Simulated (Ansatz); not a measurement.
## SnSe under changes of volume

One of the cells (27.271 Å³/atom); the others are scaled copies at fixed shape and fractional positions:

```
CELL_PARAMETERS angstrom
0.00000 3.01000 3.01000
3.01000 0.00000 3.01000
3.01000 3.01000 0.00000
ATOMIC_POSITIONS crystal
Sn 0.00000 0.00000 0.00000
Se 0.50000 0.50000 0.50000
```

Measurements of this composition are mostly on another form, of space group No. 62.

```yaml
Program: Ansatz 0.2.0
Functional: PBE
Potentials_or_basis: Ansatz PAW
Cutoff: "420 eV (not typed: the program's choice for these potentials)"
k_mesh: 8 × 8 × 8
Occupations: fermi-dirac, width 0.05 eV
Spin: no spin polarisation
```

| volume (Å³/atom) | energy over the lowest point (meV/atom) | pressure (GPa) | gap on the mesh (eV) |
| --- | --- | --- | --- |
| 25.635 | 28.85 | 4.6 | 0.76 |
| 26.180 | ? | ? | ? |
| 26.725 | 6.42 | 2.0 | 0.67 |
| 27.271 | 1.41 | 0.9 | 0.58 |
| 27.816 | 0.00 | -0.1 | 0.50 |
| 28.362 | 1.82 | -1.0 | 0.42 |
| 28.907 | 6.57 | -1.8 | 0.34 |

**Question.** What does the run at 26.180 Å³/atom give?

**Answer.** Energy over the lowest point 15.41 meV/atom; pressure 3.3 GPa; gap on the mesh 0.73 eV.

Worked out: A Birch-Murnaghan fit of order 3 (a polynomial in V^(-2/3)) to the other rows has its minimum at 27.77 Å³/atom with B0 = V·E''(V) = 49 GPa and B' = 4.3. It gives 15.42 meV/atom at 26.180 Å³/atom, against the run's 15.41, and -dE/dV = 3.3 GPa, against 3.3. A parabola through the other rows of the gap, of slope -2.67 eV per unit of ln V there, gives 0.71 eV, against the run's 0.73.

Energies are extrapolated to zero smearing.

Caveats: spin-orbit coupling is left out, which moves the levels of the heavy elements.

A mesh can miss the band edges.
